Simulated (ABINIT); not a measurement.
# BaTiO3 (R3m) in ABINIT: settings compared, part 2 of 2

ABINIT 10.8.3 (patched build).

## 4. Band structure, BLYP

Input file run.abi:

```
ndtset 2

pp_dirpath "./"
pseudos "Ba.GGA_PBE-JTH.xml, Ti.GGA_PBE-JTH.xml, O.GGA_PBE-JTH.xml"

acell 3*1.0
rprim
     5.3429485438     3.0847527799     4.3811287513
    -5.3429485438     3.0847527799     4.3811287513
     0.0000000000    -6.1695055600     4.3811287513
ntypat 3
znucl 56 22 8
natom 5
typat 1 2 3 3 3
xred
     0.0000000000     0.0000000000     0.0000000000
     0.4845000000     0.4845000000     0.4845000000
     0.5086000000     0.0175000000     0.5086000000
     0.0175000000     0.5086000000     0.5086000000
     0.5086000000     0.5086000000     0.0175000000

ecut 28.0
pawecutdg 50.0
pawxcdev 0

ixc -106131

occopt 3
tsmear 0.05 eV

nstep 100

iomode 3
prtwf 0
prteig 0
prtebands 0
enunit 1
prtden1 1

kptopt1 1
ngkpt1 7 7 7
nshiftk1 1
shiftk1 0.0 0.0 0.0
nband1 24
tolvrs1 1.0e-9

iscf2 -2
getden2 1
nband2 30
nbdbuf2 4
tolwfr2 1.0e-11
kptopt2 -2
ndivsm2 8
prteig2 1
prtvol2 -3
kptbounds2
     0.0000000000     0.0000000000     0.0000000000
     0.5000000000     0.0000000000     0.0000000000
     0.5000000000     0.4971712123    -0.4971712123
```

Potentials or basis: JTH PAW PBE v2.0.

The run is started by

```console
$ abinit run.abi > log 2>&1
```

run.abo:

```text
.Version 10.8.3 of ABINIT
 DATASET    1 : space group R3 m (#160); Bravais hR (rhombohedral)
================================================================================
 Values of the parameters that define the memory need for DATASET  1.
     intxc =       0    ionmov =       0      iscf =      17    lmnmax =      18
     lnmax =       6     mgfft =      40  mpssoang =       3    mqgrid =    3001
     natom =       5  nloc_mem =       2    nspden =       1   nspinor =       1
    nsppol =       1      nsym =       6    n1xccc =       1    ntypat =       3
    occopt =       3   xclevel =       2
       mpw =        3084          nfft =       64000          nkpt =          44
 PAW method is used; the additional fine FFT grid is defined by:
   mgfftf=        50    nfftf =    125000
================================================================================
================================================================================

 DATASET    2 : space group R3 m (#160); Bravais hR (rhombohedral)
================================================================================
 Values of the parameters that define the memory need for DATASET  2.
     intxc =       0    ionmov =       0      iscf =      -2    lmnmax =      18
     lnmax =       6     mgfft =      40  mpssoang =       3    mqgrid =    3001
     natom =       5  nloc_mem =       2    nspden =       1   nspinor =       1
    nsppol =       1      nsym =       6    n1xccc =       1    ntypat =       3
    occopt =       3   xclevel =       2
       mpw =        3112          nfft =       64000          nkpt =          20
 PAW method is used; the additional fine FFT grid is defined by:
   mgfftf=        50    nfftf =    125000
================================================================================
================================================================================

--------------------------------------------------------------------------------
------------- Echo of variables that govern the present computation ------------
--------------------------------------------------------------------------------
 -outvars: echo values of preprocessed input variables --------
            acell      1.0000000000E+00  1.0000000000E+00  1.0000000000E+00 Bohr
[... 615 lines left out ...]
 kpt#   3, nband= 30, wtk=  1.00000, kpt=  0.1250  0.0000  0.0000 (reduced coord)
 -51.76784  -28.09809  -28.09015  -28.08966  -20.41085  -12.30905  -11.63566  -11.63049
  -5.51672   -5.51585   -5.47702    2.00433    2.23203    2.23881    2.96773    2.98979
   3.28165    3.64787    3.97071    4.01031    6.87380    7.08054    7.09590    8.88587
   9.27937    9.98688   10.00354   12.44433   13.06645   13.27955
 kpt#   4, nband= 30, wtk=  1.00000, kpt=  0.1875  0.0000  0.0000 (reduced coord)
 -51.76765  -28.10669  -28.08984  -28.08934  -20.39282  -12.33196  -11.62997  -11.60259
[... 69 lines left out ...]
 -51.76483  -28.13761  -28.13375  -28.13243  -20.18942  -11.52099  -11.44673  -11.43362
  -6.16114   -6.12361   -6.03748    0.30015    0.83615    0.92931    1.84974    2.05901
   2.11307    4.23695    4.28161    4.35690    8.63107    8.78128    8.80997   11.23668
  11.42711   11.83418   12.33913   12.50570   14.33464   14.66674
 kpt#  19, nband= 30, wtk=  1.00000, kpt=  0.5000  0.4520 -0.4520 (reduced coord)
 -51.76470  -28.13734  -28.13632  -28.13564  -20.18156  -11.44346  -11.42931  -11.41921
  -6.20665   -6.19609   -6.16656    0.23093    0.79867    0.82599    2.00688    2.06691
   2.11565    4.36207    4.37373    4.40158    8.70699    8.85789    8.86548   11.20352
  11.27641   11.55440   12.44612   12.49419   14.62894   14.72491
 kpt#  20, nband= 30, wtk=  1.00000, kpt=  0.5000  0.4972 -0.4972 (reduced coord)
 -51.76465  -28.13738  -28.13699  -28.13699  -20.17866  -11.42465  -11.41270  -11.41262
  -6.22251   -6.22244   -6.21793    0.20213    0.78730    0.78740    2.07053    2.07076
   2.11526    4.40821    4.40827    4.42320    8.73396    8.88675    8.88677   11.20651
  11.20684   11.42401   12.49447   12.49464   14.74716   14.74750

== END DATASET(S) ==============================================================
================================================================================

 -outvars: echo values of variables after computation  --------
            acell      1.0000000000E+00  1.0000000000E+00  1.0000000000E+00 Bohr
           etotal1    -1.3324592558E+02
            fcart1    -9.1026949785E-20  6.7834367082E-20 -2.7098109231E-03
                       1.6417730057E-20 -1.4750250351E-19  4.1871585767E-03
                       2.6931595194E-03 -1.5548963735E-03 -4.9244921788E-04
                      -2.6931595194E-03 -1.5548963735E-03 -4.9244921788E-04
                      -4.7426084501E-20  3.1097927470E-03 -4.9244921781E-04
            rprim      5.3429485438E+00  3.0847527799E+00  4.3811287513E+00
                      -5.3429485438E+00  3.0847527799E+00  4.3811287513E+00
                       0.0000000000E+00 -6.1695055600E+00  4.3811287513E+00
           strten1    -3.8418438085E-04 -3.8418437999E-04 -3.7533465705E-04
                       3.2152818692E-13  0.0000000000E+00  0.0000000000E+00
           xangst      0.0000000000E+00  0.0000000000E+00  0.0000000000E+00
                      -1.1171250520E-16 -5.1277284535E-11  3.3697849401E+00
                       1.3885197404E+00 -8.0166224594E-01  2.3988417458E+00
                      -1.3885197404E+00 -8.0166224594E-01  2.3988417458E+00
                      -4.2787817809E-16  1.6033244918E+00  2.3988417458E+00
             xred      0.0000000000E+00  0.0000000000E+00  0.0000000000E+00
                       4.8450000000E-01  4.8450000000E-01  4.8450000000E-01
                       5.0860000000E-01  1.7500000000E-02  5.0860000000E-01
                       1.7500000000E-02  5.0860000000E-01  5.0860000000E-01
                       5.0860000000E-01  5.0860000000E-01  1.7500000000E-02
 Calculation completed.
```

Wall time 3.5 min (1 thread of Arm Neoverse V1, shared host); peak memory 0.2 GiB.

What came out:

```
Free energy             : -3625.8063 eV
Pressure                : 11.2 GPa
Largest force           : 0.215 eV/Å
Band gap on the k mesh  : 2.48 eV, indirect (least direct gap 2.81 eV)
Band gap along the path : 2.43 eV, indirect (least direct gap 2.80 eV)
```

Forces in eV/Å, atoms in the order of the input:
```
Ba   0.000  0.000 -0.139
Ti   0.000  0.000  0.215
O    0.138 -0.080 -0.025
O   -0.138 -0.080 -0.025
O    0.000  0.160 -0.025
```

Levels at the corners of the path, in eV from the valence-band top:
```csv
point,band 16,band 17,band 18,band 19,band 20,band 21,band 22,band 23,band 24,band 25
Γ,-1.28,-1.04,-0.51,-0.38,-0.38,2.43,2.43,2.56,4.46,4.46
L,-2.03,-1.63,-1.58,-0.93,-0.81,2.59,3.78,3.88,4.43,6.16
B1,-2.35,-2.31,-0.01,-0.01,0.00,4.31,4.46,4.46,6.78,6.78
```

Caveat: this set's barium file shifts pressures by 1.5 GPa and gaps by 0.1 eV against other sets; the PAW data sets were made with another functional, which shifts forces and pressure a little; spin-orbit coupling is left out, which moves the levels of the heavy elements; the atomic spheres overlap.

## 5. Band structure, AM05

Changes to run.abi since step 4:

```diff
@@ -25,3 +25,3 @@
 
-ixc -106131
+ixc -120135
```

The run is started by

```console
$ abinit run.abi > log 2>&1
```

Wall time 3.6 min (1 thread of Arm Neoverse V1, shared host); peak memory 0.2 GiB.

Results (log left out):

```yaml
Free_energy: -3616.8258 eV
Pressure: 0.5 GPa
Largest_force: 0.128 eV/Å
Band_gap_on_the_k_mesh: 2.41 eV, indirect (least direct gap 2.75 eV)
Band_gap_along_the_path: 2.36 eV, indirect (least direct gap 2.74 eV)
```

Forces on the atoms (eV/Å):
```
Ba   0.000  0.000 -0.128
Ti   0.000  0.000  0.072
O    0.047 -0.027  0.018
O   -0.047 -0.027  0.018
O    0.000  0.055  0.018
```

Stress tensor (GPa, compression positive):
```
0.57 0.00 0.00
0.00 0.57 0.00
0.00 0.00 0.45
```

Levels at the corners of the path, in eV from the valence-band top:
```csv
point,band 16,band 17,band 18,band 19,band 20,band 21,band 22,band 23,band 24,band 25
Γ,-1.32,-1.08,-0.53,-0.39,-0.39,2.36,2.36,2.50,4.54,4.54
L,-2.11,-1.70,-1.64,-0.96,-0.82,2.53,3.80,3.90,4.50,6.21
B1,-2.40,-2.36,-0.02,-0.02,0.00,4.35,4.50,4.50,6.59,6.59
```

Caveat: this set's barium file shifts pressures by 1.5 GPa and gaps by 0.1 eV against other sets; the PAW data sets were made with another functional, which shifts forces and pressure a little; spin-orbit coupling is left out, which moves the levels of the heavy elements; the atomic spheres overlap.

## 6. Summary

```tsv
level	gap on the mesh (eV)	pressure (GPa)	largest force (eV/Å)
LDA	2.37	-5.0	0.15
PBEsol	2.41	-0.2	0.15
BLYP	2.48	11.2	0.22
AM05	2.41	0.5	0.13
```

Alike in all rows: task band structure; potentials or basis JTH PAW PBE v2.0; no spin polarisation; cell as given; k mesh 7 × 7 × 7; cutoff (eV) 762; smearing fermi-dirac 0.05 eV.

On the cell as given the gap runs from 2.31 eV (LDA) to 2.43 eV (BLYP). The pressure there spans -5.0 GPa (LDA) to 11.2 GPa (BLYP); a positive pressure means that this level wants a larger cell, a negative one a smaller.

Caveats: this set's barium file shifts pressures by 1.5 GPa and gaps by 0.1 eV against other sets; the PAW data sets were made with another functional, which shifts forces and pressure a little; spin-orbit coupling is left out, which moves the levels of the heavy elements; the atomic spheres overlap.

Absolute energies hang on the potentials; compare differences alone.
